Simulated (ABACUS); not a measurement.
A run of ABACUS 3.10.1 is set up as follows.

INPUT

```
INPUT_PARAMETERS
suffix              Au
calculation         scf
basis_type          pw
pseudo_dir          ./
symmetry            1
dft_functional      wc
ecutwfc             76
pseudo_rcut         10
nspin               1
nbands              20
ks_solver           dav
smearing_method     fd
smearing_sigma      0.00367493
scf_thr             1e-08
scf_nmax            100
mixing_type         broyden
mixing_beta         0.7
cal_force           1
cal_stress          1
out_chg             1
out_pot             2
out_elf             1
```

File STRU:

```
ATOMIC_SPECIES
Au 196.9666 Au.upf

LATTICE_CONSTANT
1.8897261246

LATTICE_VECTORS
0.0000000000 2.0350000000 2.0350000000
2.0350000000 0.0000000000 2.0350000000
2.0350000000 2.0350000000 0.0000000000

ATOMIC_POSITIONS
Cartesian

Au
0.0
1
0.0000000000 0.0000000000 0.0000000000 1 1 1
```

Contents of KPT:

```
K_POINTS
0
Gamma
9 9 9 0 0 0
```

Potentials or basis: PseudoDojo NC SR 0.5 PBE standard, plane waves.

The run is started by

```sh
$ OMP_NUM_THREADS=1 mpirun -np 4 abacus > log
```

Problem. Estimate the band gap on the k mesh.

Solution. None (metal or under the smearing width).

Problem. Predict the pressure.

Solution. 3.0 GPa.

Caveat: the potentials were made for another functional, which shifts forces and pressure. The run has no spin-orbit coupling, so splittings on Au are missing.
